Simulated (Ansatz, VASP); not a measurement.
BiTe: VASP beside Ansatz

```
Bi Te
1.0
     0.00000    3.23500    3.23500
     3.23500    0.00000    3.23500
     3.23500    3.23500    0.00000
Bi Te
1 1
Direct
  0.00000 0.00000 0.00000
  0.50000 0.50000 0.50000
```

Alike in both runs: task single point; functional PBE; k mesh 11 × 11 × 11; occupations gaussian, width 0.02 eV; no spin polarisation.

|  | VASP | Ansatz |
| --- | --- | --- |
| version | VASP 6.6.1 | Ansatz 0.2.0 |
| potentials or method | VASP PAW PBE potentials, release 64 (Bi_d, Te) | scalar-relativistic, plane waves, PAW |
| plane-wave cutoff (eV) | 520 | 600 |
| valence electrons in the cell | 21 | 31 |

```tsv
	VASP	Ansatz	Ansatz less VASP
gap on the k mesh at the Fermi level (eV)	none	none	-
pressure (GPa)	0.6	0.7	+0.04
```

A gap of «none» marks a metal or a gap that the smearing closes. With one functional, cell and mesh, what is left measures potentials, basis and numerics. The two sets of potentials don't hold the same shells in valence. Ansatz warned: «stress_scf_threshold_loose».

Caveats: spin-orbit coupling is left out, which moves the levels of the heavy elements.
